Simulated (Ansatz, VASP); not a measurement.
**MgO in VASP and in Ansatz**

```
Mg O
1.0
     3.30347    0.00000    0.00000
    -1.65173    2.86089    0.00000
     0.00000    0.00000    5.01939
Mg O
2 2
Direct
  0.32075 0.64150 0.00366
  0.67925 0.35850 0.50366
  0.34501 0.69001 0.40094
  0.65499 0.30999 0.90094
```

Change from the starting cell: mode 4 frozen in at -0.000 Å and mode 5 at -0.072 Å (largest displacements).

Alike in both runs: task single point; functional PBEsol; k mesh 9 × 9 × 6; occupations gaussian, width 0.05 eV; no spin polarisation.

|  | VASP | Ansatz |
| --- | --- | --- |
| version | VASP 6.6.1 | Ansatz 0.2.0 |
| potentials or method | VASP PAW PBE potentials, release 64 (Mg, O) | scalar-relativistic, plane waves, PAW |
| plane-wave cutoff (eV) | 520 | 520 |
| valence electrons in the cell | 16 | 32 |

VASP gave:

- gap on the k mesh at the Fermi level (eV): 3.32
- least direct gap on the mesh (eV): 3.32
- pressure (GPa): -0.4
- largest component of the traceless stress (GPa): 0.28
- rms of the force components (eV/Å): 0.111

Task: Estimate Ansatz's values.

Result: gap on the k mesh at the Fermi level (eV): 3.32; least direct gap on the mesh (eV): 3.32; pressure (GPa): -0.1; largest component of the traceless stress (GPa): 0.27; rms of the force components (eV/Å): 0.110.

Atom by atom the forces differ by 0.002 eV/Å (rms over components). The two sets of potentials don't hold the same shells in valence. Ansatz warned: «pseudo_functional_mismatch».

Caveats: the PAW data sets were made with another functional, which shifts forces and pressure a little (VASP); an odd mesh through Γ misses points on the zone boundary, where band edges often lie.
